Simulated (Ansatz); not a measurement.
## PbS: where the heat goes in a short trajectory

All numbers below come from DFT PBE, scalar-relativistic, plane waves, PAW (Ansatz). Cutoff 420 eV, shifted (0.5, 0.5, 0.5 steps) 2×2×2 k-points, Fermi–Dirac smearing of 0.02 eV. The mesh is coarse. Spin–orbit coupling is left out, which can shift energies with elements as heavy as these. No spin polarisation.

16 atoms start on the lattice sites below (V = 443.6 Å³, 1.00 times the source cell's; static pressure 1.03 GPa, largest force component 0.07 eV/Å) with velocities drawn for 200 K; Langevin thermostat aiming at the same temperature, fixed cell, 46 steps of 3 fs.

```xyz
16
Lattice="8.2278 0.0000 0.0000 4.1139 7.1317 0.0000 4.1139 0.0000 7.5599" Properties=species:S:1:pos:R:3 pbc="T T T"
Pb   10.2847    3.5585    3.6797
Pb   12.3417    7.1243    3.6797
Pb    6.1708    3.5585    3.6797
Pb    8.2278    7.1243    3.6797
Pb    6.1708    3.5732    7.4596
Pb    4.1139    0.0074    7.4596
Pb   10.2847    3.5732    7.4596
Pb    8.2278    0.0074    7.4596
S    14.3986    5.9396    5.2350
S    12.3417    2.3738    5.2350
S    10.2847    5.9396    5.2350
S     8.2278    2.3738    5.2350
S     2.0569    1.1920    1.4550
S     4.1139    4.7579    1.4550
S     6.1708    1.1920    1.4550
S     8.2278    4.7579    1.4550
```

| t (fs) | T (K) | kinetic energy (meV/atom) | potential energy over the first frame (meV/atom) | P with the kinetic part (GPa) |
| --- | --- | --- | --- | --- |
| 0.0 | 188 | 24.2 | 0.0 | 1.12 |
| 9.0 | 165 | 21.4 | 0.5 | 1.11 |
| 18.0 | 168 | 21.7 | 1.8 | 1.08 |
| 27.0 | 157 | 20.3 | 3.4 | 1.02 |
| 36.0 | 145 | 18.8 | 5.2 | 0.98 |
| 45.0 | 186 | 24.0 | 6.8 | 1.06 |
| 54.0 | 179 | 23.1 | 8.3 | 1.16 |
| 63.0 | 127 | 16.4 | 10.7 | 1.27 |
| 72.0 | 176 | 22.7 | 11.6 | 1.36 |
| 81.0 | 114 | 14.7 | 12.3 | 1.31 |
| 90.0 | 194 | 25.1 | 11.7 | 1.21 |
| 99.0 | 205 | 26.5 | 11.9 | 1.03 |
| 108.0 | 223 | 28.8 | 12.8 | 0.89 |
| 117.0 | 215 | 27.8 | 14.1 | 0.76 |
| 126.0 | 206 | 26.6 | 14.6 | 0.62 |
| 135.0 | 240 | 31.0 | 15.5 | 0.55 |

T counts 3N degrees of freedom. Means over every step of the second half, not only the rows shown: T = 199 K, kinetic energy 25.7 meV/atom, potential energy 13.1 meV/atom, P = 0.97 GPa.

Problem. Does the potential energy follow equipartition for harmonic vibrations?

Solution. In a harmonic crystal each vibration holds as much potential as kinetic energy on average; T is counted on all 3N degrees of freedom here, and the thermostat also drives the centre of mass, which has no potential energy, so the share is (N − 1)/N of the kinetic energy, 24.1 meV/atom. The run has 13.1, a ratio of 0.54. The deficit can mean that slow modes haven't yet taken up their share, that the thermostat is still feeding kinetic energy, or that the atoms found a lower arrangement than the start. So short a run gives a rough mean.

Problem. Split the rise of pressure into the kinetic part and the rest. Can a thermal Grüneisen parameter be estimated?

Solution. The program counts the kinetic part as N k_B T/V = 0.10 GPa. The pressure lies -0.06 GPa over the static one in all, so the forces add -0.16 GPa. The potential energy lies far under its harmonic share, so slow or unstable modes may dominate and no γ is drawn.

Cost: 1 run of about 5.4 core-minutes (earlier runs that led there not counted), on Intel Xeon 6975P-C (Granite Rapids) (shared hosts).